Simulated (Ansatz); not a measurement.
Input of an Ansatz 0.2.0 run:

input.yaml

```yaml
crystal:
  lattice:
    - [0.17336476, 2.38853375, 2.49586923]
    - [2.41730554, 0.06469255, 2.60454143]
    - [2.32045339, 2.4003538, 0.1615447]
  atoms:
    - { symbol: Sb, position: [0.0, 0.0, 0.0] }
hamiltonian:
  xc: pbesol
  pseudopotentials: { kind: paw }
kpoints:
  mp_grid: { grid: [7, 7, 7] }
scf:
  occupations: { method: fermi_dirac, width: 0.05 }
output:
  forces: true
  stress: true
elastic:
  mode: clamped_ion
  stencil: two_point
```

Potentials or basis: Ansatz PAW.

Launch:

```sh
$ ansatz run input.yaml --threads 2 --pin off --max-ram 5632MiB --backend cpu --events-out ev --progress --plain --runs-dir out
```

Q: What does it give for the Voigt bulk modulus?

A: 64 GPa.

Q: What does it give for the band gap on the k mesh?

A: None (metal or under the smearing width).

Q: Predict the pressure.

A: -0.5 GPa.

Elastic tensor in Voigt notation (GPa, in the Cartesian axes of the cell as first typed):
```
 24  61  94  21 -19  -8
 63  51  81  -8  18  15
 96  81  23 -16 -23 -29
 21  -9 -16   8  -4  33
-19  17 -24  -4 -17  15
-10  13 -31  33  15  20
```

Caveat: the elastic tensor has a negative eigenvalue, so either the cell is unstable as it stands or the mesh is too thin; the PAW data sets come from PBE, with cores solved anew for the run's functional, which leaves a small shift of forces and pressure. Spin-orbit coupling is left out, which matters for the levels of Sb.
